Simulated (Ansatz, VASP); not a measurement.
## One calculation of Ti, two programs

```
CELL_PARAMETERS angstrom
-1.65187 1.65187 1.65187
1.65187 -1.65187 1.65187
1.65187 1.65187 -1.65187
ATOMIC_POSITIONS crystal
Ti 0.00000 0.00000 0.00000
```

Change from the starting cell: volume scaled by 1.02.

Alike in both runs: task single point; functional PBEsol; k mesh 11 × 11 × 11; occupations fermi-dirac, width 0.05 eV; no spin polarisation.

|  | VASP | Ansatz |
| --- | --- | --- |
| version | VASP 6.6.1 | Ansatz 0.2.0 |
| potentials or method | VASP PAW PBE potentials, release 64 (Ti_sv) | Ansatz PAW |
| plane-wave cutoff (eV) | 520 | 420 |
| valence electrons in the cell | 12 | 12 |

```csv
,VASP,Ansatz,Ansatz less VASP
gap on the k mesh at the Fermi level (eV),none,none,-
pressure (GPa),-8.6,-8.5,+0.16
```

A gap of «none» marks a metal or a gap that the smearing closes. With one functional, cell and mesh, what is left measures potentials, basis and numerics.

Caveats: the PAW data sets were made with another functional, which shifts forces and pressure a little (VASP); the PAW data sets come from PBE, with cores solved anew for the run's functional, which leaves a small shift of forces and pressure (Ansatz).
